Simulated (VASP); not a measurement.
A convergence study with VASP on SrF2 (space group no. 225 when undisturbed): one setting is varied, all else stays as given below, so the limit is that of these other settings. One atom is moved off its site, so that forces are finite.

```yaml
crystal:
  lattice:
    - [0.00000, 2.88550, 2.88550]
    - [2.88550, 0.00000, 2.88550]
    - [2.88550, 2.88550, 0.00000]
  atoms:
    - { symbol: Sr, position: [0.00866, 0.00866, 0.99134] }
    - { symbol: F, position: [0.25000, 0.25000, 0.25000] }
    - { symbol: F, position: [0.75000, 0.75000, 0.75000] }
```

Calculation: PBE GGA, VASP's PBE PAW potentials (set 64) (plane waves; VASP). The tightest run used: 400 eV cut-off, 14×14×14 Γ-centred mesh, Fermi-Dirac smearing of 0.020 eV, potentials Sr_sv F.

Gaps are read on the run's mesh, which can miss a band edge.

**Question.** The settings run are 2×2×2 mesh; 3×3×3 mesh; 4×4×4 mesh; 5×5×5 mesh; 6×6×6 mesh; 8×8×8 mesh; 9×9×9 mesh; 10×10×10 mesh; 12×12×12 mesh; 13×13×13 mesh; 14×14×14 mesh. From which on does the energy per atom stay within 0.001 eV/atom of the tightest run?

**Answer.** From 4×4×4 mesh on: it is off by 0.0001 there and by no more than 0.001 in any finer run, while 3×3×3 mesh is off by 0.0020.
```csv
setting,E (eV/atom),pressure (GPa),largest force (eV/Å),gap on the mesh (eV),irreducible k-points,difference judged (eV/atom)
2×2×2 mesh,-5.6645,-4.00,0.239,6.999,4,0.0275
3×3×3 mesh,-5.6901,-3.88,0.246,7.132,6,0.0020
4×4×4 mesh,-5.6920,-3.78,0.247,7.014,13,0.0001
5×5×5 mesh,-5.6913,-3.81,0.247,7.069,18,0.0007
6×6×6 mesh,-5.6925,-3.75,0.247,7.013,30,0.0005
8×8×8 mesh,-5.6918,-3.79,0.247,7.014,59,0.0002
9×9×9 mesh,-5.6920,-3.79,0.247,7.029,75,0.0000
10×10×10 mesh,-5.6924,-3.76,0.247,7.013,102,0.0004
12×12×12 mesh,-5.6920,-3.78,0.247,7.014,163,0.0000
13×13×13 mesh,-5.6921,-3.78,0.247,7.021,196,0.0000
14×14×14 mesh,-5.6920,-3.78,0.247,7.014,244,0.0000
```

Left out are rungs that failed or repeat a setting and relaxations that didn't move; long series are thinned to 24 rows.

The structure is a typed SrF2 crystal (space group no. 225). The cell was not relaxed at this level, it is distorted from the ideal structure.
